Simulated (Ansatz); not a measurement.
Sb: phonons with PBEsol

The system is Sb.

```
Sb
1.0
    -4.03001    4.03001    2.02549
     4.03001   -4.03001    2.02549
     4.03001    4.03001   -2.02549
Sb
4
Direct
  0.65126 0.15126 0.80253
  0.15126 0.34874 0.50000
  0.34874 0.84874 0.19747
  0.84874 0.65126 0.50000
```

This isn't the form of Sb at room conditions, which is rhombohedral.

```json
{
 "Program": "Ansatz 0.2.0",
 "Task": "phonons",
 "Functional": "PBEsol",
 "Potentials or basis": "Ansatz PAW",
 "Cutoff": "420 eV (not typed: the program's choice for these potentials)",
 "k mesh": "6 × 6 × 6",
 "Occupations": "fermi-dirac, width 0.05 eV",
 "Spin": "no spin polarisation"
}
```

```yaml
Band_gap_on_the_k_mesh: none (metal or under the smearing width)
Highest_phonon_frequency_at_Γ: 96 cm⁻¹
```

Levels at points of the mesh, in eV from the Fermi level:
```tsv
k point	band 26	band 27	band 28	band 29	band 30	band 31	band 32	band 33	band 34	band 35
(0.00, 0.00, 0.00)	-1.62	-1.20	-1.20	-1.08	-0.99	-0.99	-0.44	2.54	2.54	3.19
(0.00, 0.00, -0.50)	-2.60	-2.38	-2.28	-1.03	0.08	0.16	1.94	1.97	2.87	3.18
(0.00, -0.50, 0.00)	-5.02	-2.32	-2.32	-1.15	-1.15	-0.50	-0.50	2.56	2.56	4.53
(0.00, -0.50, -0.50)	-5.02	-2.32	-2.32	-1.15	-1.15	-0.50	-0.50	2.56	2.56	4.53
(-0.50, -0.50, 0.00)	-2.60	-2.38	-2.28	-1.03	0.08	0.16	1.94	1.97	2.87	3.18
(-0.50, -0.50, -0.50)	-2.92	-1.38	-1.38	0.06	0.72	1.73	1.91	1.91	1.98	1.98
```

Phonon frequencies in cm⁻¹ (negative: imaginary):
| q point | frequencies |
| --- | --- |
| (0.000, 0.000, 0.000) | 0 0 0 40 57 57 76 79 85 86 96 96 |

Wall time 51 s on 2 threads of Arm Neoverse V2, on a shared host, peak memory 1.4 GiB.

 The run has no spin-orbit coupling, so splittings on Sb are missing.
